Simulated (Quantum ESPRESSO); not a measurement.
The system is Ti.

```
CELL_PARAMETERS angstrom
-1.64100 1.64100 1.64100
1.64100 -1.64100 1.64100
1.64100 1.64100 -1.64100
ATOMIC_POSITIONS crystal
Ti 0.00000 0.00000 0.00000
```

This isn't the form of Ti at room conditions, which is hcp.

| Property | Result |
| --- | --- |
| Program | Quantum ESPRESSO 7.5 |
| Task | single point |
| Functional | PBE |
| Potentials or basis | SSSP 1.3 efficiency PBE |
| Cutoff | 748 eV |
| Density cutoff | 5987 eV |
| k mesh | 11 × 11 × 11 |
| Occupations | fermi-dirac, width 0.05 eV |
| Spin | no spin polarisation |

On this cell: pressure -2.5 GPa; band gap on the k mesh none (metal or under the smearing width).

The same run follows on a disturbed copy (cell strained at random at fixed volume):

```xyz
1
Lattice="-1.6651 1.6614 1.5991 1.6804 -1.7051 1.6580 1.6045 1.6445 -1.6428" Properties=species:S:1:pos:R:3 pbc="T T T"
Ti    0.0349   -0.0129   -0.0109
```

Q: What does the disturbed cell give?

A: The energy (extrapolated to zero smearing) moves by +2.6 meV/atom; pressure -2.5 GPa; band gap on the k mesh none (metal or under the smearing width).

Stress tensor (GPa, compression positive):
```
-2.45  1.31 -0.59
 1.31 -2.07  0.98
-0.59  0.98 -2.87
```
